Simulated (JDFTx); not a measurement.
**Ba under changes of volume**

One of the cells (62.989 Å³/atom); the others are scaled copies at fixed shape and fractional positions:

```xyz
1
Lattice="-2.5065 2.5065 2.5065 2.5065 -2.5065 2.5065 2.5065 2.5065 -2.5065" Properties=species:S:1:pos:R:3 pbc="T T T"
Ba    0.0000    0.0000    0.0000
```

```yaml
Program: JDFTx 1.7.0 (patched build)
Functional: PBEsol
Potentials_or_basis: PseudoDojo-SR-PBEsol-0.4.1-standard with smoothed tails
Cutoff: 599 eV
Density_cutoff: 2395 eV
k_mesh: 8 × 8 × 8
Occupations: fermi-dirac, width 0.05 eV
Spin: no spin polarisation
```

```csv
volume (Å³/atom),energy over the lowest point (meV/atom),pressure (GPa)
59.209,0.00,-0.2
60.469,2.10,-0.4
61.729,5.66,-0.5
62.989,10.55,-0.7
64.249,16.65,-0.8
65.508,23.87,-1.0
66.768,?,?
```

**Question.** What does the run at 66.768 Å³/atom give?

**Answer.** Energy over the lowest point 32.07 meV/atom; pressure -1.1 GPa.

Worked out: A Birch-Murnaghan fit of order 3 (a polynomial in V^(-2/3)) to the other rows has its minimum at 58.19 Å³/atom, just outside them, with B0 = V·E''(V) = 10.0 GPa and B' = 3.1. It gives 32.11 meV/atom at 66.768 Å³/atom, against the run's 32.07, and -dE/dV = -1.1 GPa, against -1.1.

Energies are extrapolated to zero smearing.

Caveats: this release of the barium file is off.
